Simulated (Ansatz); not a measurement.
# NiO: the cost of one run

Method: DFT PBE+U, scalar-relativistic, plane waves, PAW, in Ansatz 0.2.0.

2 further runs of the same task are left out: 2 set aside as unsound or not needed.

### Step 1. The starting structure

Symmetry: P3m1, No. 156, trigonal system. The conventional cell has a = 3.018 Å, b = 3.018 Å, c = 15.783 Å, α = 90.00°, β = 90.00°, γ = 120.00°. Around Ni (site symmetry 3m) lie 6 O at 2.13 Å. Ni (site symmetry 3m) has 3 O at 2.13 Å as nearest neighbours. O (site symmetry 3m) is surrounded by 6 Ni at 2.13 Å. Only part of the 12 independent sites is listed.

Structure file:

```
Ni O
1.0
     2.13371   -2.13371    0.00000
     2.13371    0.00000   -2.13371
     9.11220    9.11220    9.11220
Ni O
6 6
Direct
  0.33333 0.33333 0.19513
  0.66667 0.66667 0.03903
  0.00000 0.00000 0.35124
  0.33333 0.33333 0.66345
  0.66667 0.66667 0.50735
  0.00000 0.00000 0.81956
  0.66667 0.66667 0.27319
  0.00000 0.00000 0.11708
  0.33333 0.33333 0.42929
  0.66667 0.66667 0.74151
  0.00000 0.00000 0.58540
  0.33333 0.33333 0.89761
```

### Step 2. The crystal opened by +1.00 Å across the cut

Contents of input.yaml:

```yaml
crystal:
  lattice:
    - [2.1337134485, -2.1337134485, 0.0]
    - [2.1337134485, 0.0, -2.1337134485]
    - [9.1122040631, 9.1122040631, 9.1122040631]
  atoms:
    - { symbol: Ni, position: [0.3333333333, 0.3333333333, 0.19513331], spin: 1.91 }
    - { symbol: Ni, position: [0.6666666667, 0.6666666667, 0.039026662], spin: 1.91 }
    - { symbol: Ni, position: [0.0, 0.0, 0.351239958], spin: 1.91 }
    - { symbol: Ni, position: [0.3333333333, 0.3333333333, 0.6634532541], spin: 1.91 }
    - { symbol: Ni, position: [0.6666666667, 0.6666666667, 0.507346606], spin: 1.91 }
    - { symbol: Ni, position: [0.0, 0.0, 0.8195599021], spin: 1.91 }
    - { symbol: O, position: [0.6666666667, 0.6666666667, 0.273186634], spin: 0.21 }
    - { symbol: O, position: [0.0, 0.0, 0.117079986], spin: 0.21 }
    - { symbol: O, position: [0.3333333333, 0.3333333333, 0.429293282], spin: 0.21 }
    - { symbol: O, position: [0.6666666667, 0.6666666667, 0.7415065781], spin: 0.21 }
    - { symbol: O, position: [1.0, 1.0, 0.5853999301], spin: 0.21 }
    - { symbol: O, position: [0.3333333333, 0.3333333333, 0.8976132261], spin: 0.21 }
basis:
  ecutwfc: 420
kpoints:
  mp_grid: { grid: [10, 10, 2] }
hamiltonian:
  xc: pbe
  hubbard: { sites: [{ species: Ni, l: d, u_eff: 6.2 }] }
scf:
  occupations: { method: gaussian, width: 0.05 }
output:
  forces: true
  stress: true
  eigenvalues: true
  populations: true
magnetization:
  spin_polarized: true
```

Started as:

```sh
$ ansatz run input.yaml --threads 2 --pin off --max-ram 5120MiB --backend cpu --events-out ev --progress --plain --runs-dir out
```

**Question.** How long does this run take on 2 threads of Intel Xeon Platinum 8375C at 2.90GHz (Ice Lake), shared host, and how much memory does it need?

About 2.7 min, with a peak of 1.4 GiB.
